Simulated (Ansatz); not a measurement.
Ti2O: relaxation of cell and atoms with BLYP

Crystal: Ti2O.

```xyz
3
Lattice="2.9194 0.0000 0.0000 -1.4597 2.5283 0.0000 0.0000 0.0000 4.7130" Properties=species:S:1:pos:R:3 pbc="T T T"
Ti    0.0000    1.6855    3.3993
Ti    1.4597    0.8428    1.3137
O     0.0000    0.0000    0.0000
```

```yaml
Program: Ansatz 0.2.0
Task: relaxation of cell and atoms
Functional: BLYP
Potentials_or_basis: Ansatz PAW
Cutoff: "420 eV (not typed: the program's choice for these potentials)"
k_mesh: 10 × 10 × 6
Occupations: fermi-dirac, width 0.05 eV
Spin: no spin polarisation
```

```json
{
 "Relaxed volume": "12.67 Å³/atom",
 "Relaxed cell": "a = 3.000 Å, b = 3.000 Å, c = 4.878 Å, α = 90.00°, β = 90.00°, γ = 120.00°",
 "Space group after relaxing (to 0.05 Å)": "P-3m1 (No. 164)",
 "Energy gained by relaxing": "66.6 meV/atom",
 "Ionic steps": "9",
 "Pressure after relaxing": "0.0 GPa",
 "Band gap on the k mesh": "none (metal or under the smearing width)"
}
```

The path:
```csv
step,energy change (eV),largest force (eV/Å),volume (Å³)
1,0.0000,0.7815,34.79
2,-0.1507,0.5005,38.82
3,-0.1830,0.1986,38.00
4,-0.1856,0.0478,38.00
5,-0.1862,0.0018,37.91
6,-0.1862,0.0005,37.90
7,-0.1997,0.0011,37.90
8,-0.1996,0.0004,38.02
9,-0.1999,0.0004,38.02
```

Final structure:
```
Ti O
1.0
     2.99988    0.00000    0.00000
    -1.49994    2.59797    0.00000
     0.00000    0.00000    4.87825
Ti O
2 1
Direct
  0.33333 0.66667 0.72984
  0.66667 0.33333 0.27016
  0.00000 0.00000 0.00000
```

Levels at points of the mesh, in eV from the Fermi level:
```tsv
k point	band 12	band 13	band 14	band 15	band 16	band 17	band 18	band 19
(0.00, 0.00, 0.00)	-5.67	-3.59	-0.26	0.21	0.48	0.48	0.94	0.94
(0.00, 0.00, -0.50)	-5.74	-1.73	-1.67	0.13	0.13	1.10	1.72	1.72
(0.00, -0.50, 0.00)	-6.11	-2.36	-1.23	-0.53	1.02	1.59	2.58	2.62
(0.00, -0.50, -0.50)	-6.04	-1.48	-1.19	-0.50	-0.42	0.88	2.50	2.66
```

Run time: 33 s on 2 threads of Intel(R) Xeon(R) Processor @ 2.50GHz (Skylake/Cascade Lake), with other jobs on the host, peak memory 0.39 GiB.

Caveat: the plane-wave basis is chosen anew once the cell has moved, so the energies of steps on either side of that aren't comparable; the pressure holds a Pulay correction of +0.4 GPa for the finite cutoff; semilocal functionals often make such compounds metallic where correlation or magnetic order opens a gap, which also shifts bond lengths; the PAW data sets come from PBE, with cores solved anew for the run's functional, which leaves a small shift of forces and pressure. BLYP gives volumes clearly too large for solids.
